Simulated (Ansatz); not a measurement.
Sn, DFT, PBE, all-electron LAPW, scalar-relativistic (Ansatz 0.2.0), run on 1 thread of Intel(R) Xeon(R) 6975P-C (Granite Rapids) on a shared host.

The cell is COD entry 1534488, as deposited and not checked against the literature; nothing was relaxed.

Command: `ansatz run input.yaml --threads 1 --pin off --max-ram 3072MiB --backend cpu --events-out ev --progress --plain --runs-dir out`

```yaml
crystal:
  lattice:
    - [-2.91585, 2.91585, 1.59065]
    - [2.91585, -2.91585, 1.59065]
    - [2.91585, 2.91585, -1.59065]
  atoms:
    - { symbol: Sn, position: [0.0, 0.0, 0.0] }
    - { symbol: Sn, position: [0.75, 0.25, 0.5] }
kpoints:
  mp_grid: { grid: [15, 15, 15] }
  band_path:
    path:
      - [0.0, 0.0, 0.0]
      - [0.0, 0.0, 0.5]
      - [-0.5, 0.5, 0.5]
      - [0.0, 0.0, 0.0]
      - [0.3243975974, 0.3243975974, -0.3243975974]
      - [-0.3243975974, 0.6756024026, 0.3243975974]
      - [-0.5, 0.5, 0.5]
      - [0.0, 0.0, 0.5]
      - [0.25, 0.25, 0.25]
    npoints: 14
scf:
  occupations: { method: fermi_dirac, width: 0.05 }
hamiltonian:
  xc: pbe
  pseudopotentials: { kind: all_electron, lapw: { basis_error: 0.0005 } }
output:
  forces: true
  stress: true
  eigenvalues: true
  populations: true
  dos: { projected: true, de: 0.2, e_range: [-14, 8] }
```

(1) How large is the problem that the program sets up?

(2) Estimate the wall time and the peak memory.

(3) And the same cell and mesh by frozen-core PAW, asked for forces, stress, eigenvalues, efg, populations, bader, dos, write_density, write_potential, elf and the same band path, on the same hardware?

(4) And the same cell and mesh by crystal-made all-electron datasets, asked for forces, stress, eigenvalues, efg and the same band path, on the same hardware?

Answers

(1) 288 irreducible k-points, 419 plane waves at Γ, 27 bands.

(2) 43 s of wall time for 8 SCF iterations, with a peak of 0.89 GiB. Times on shared machines scatter by tens of per cent.

(3) 19 s, peak memory 0.57 GiB.

(4) 22 s, peak memory 0.81 GiB.
